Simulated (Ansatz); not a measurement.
Mg in place of Ca: Ca2O and Mg2O

Level of theory: DFT PBE, scalar-relativistic, plane waves, PAW in Ansatz 0.2.0. All cells share a 420 eV cutoff and Γ-centred k meshes spaced at most about 0.3 Å⁻¹ (about 0.25 or finer for metals, 2π included). No spin polarisation.

Energies over the elements count from the elements' standard structures at the same level (O₂ as a molecule), with no fitted energy shifts.

Ca2O in the anti-anatase type (I4_1/amd (No. 141); invented) has a = 4.966 Å, c = 10.571 Å, 21.72 Å³/atom, shortest distance 2.42 Å (Ca–O), formation energy -1.81 eV/atom, a gap of 0.18 eV on its mesh:

```
Ca O
1.0
    -2.48281    2.48281    5.28548
     2.48281   -2.48281    5.28548
     2.48281    2.48281   -5.28548
Ca O
4 2
Cartesian
  0.0000 0.0000 2.4210
  0.0000 2.4828 5.0638
  0.0000 2.4828 0.2217
  0.0000 0.0000 8.1499
  0.0000 0.0000 0.0000
  0.0000 2.4828 2.6427
```

**Question.** The element Mg takes the place of Ca, and the cell is relaxed in the same type. What changes?

**Answer.** Mg2O (invented) has a = 4.374 Å, c = 8.764 Å, 13.97 Å³/atom, shortest distance 2.12 Å (Mg–O), formation energy -1.50 eV/atom, no gap on its mesh. The volume per atom changes by -35.7 % and the formation energy by +0.31 eV/atom (from unrounded values). The gap closes. The covalent radius goes from 1.76 Å (Ca) to 1.41 Å (Mg), a change of -0.35 Å, and the nearest contact of that site goes from 2.42 Å (Ca–O) to 2.12 Å (Mg–O); the electronegativity goes from 1.00 to 1.31. The lowest form of Mg2O computed here is another, P-3m1 (invented), 147 meV/atom lower.

```
Mg O
1.0
    -2.18700    2.18700    4.38201
     2.18700   -2.18700    4.38201
     2.18700    2.18700   -4.38201
Mg O
4 2
Direct
  0.24158 0.24158 0.00000
  0.99158 0.49158 0.50000
  0.50842 0.00842 0.50000
  0.75842 0.75842 0.00000
  0.00000 0.00000 0.00000
  0.75000 0.25000 0.50000
```

Kohn–Sham gaps at this level usually fall short of measured ones. Small gaps are read on the mesh alone, which can miss the band edge. A cell with a lower form of its own composition isn't stable at this level. Some structure types and database cells were kept out of the candidates from the start, so a known form may be missing.
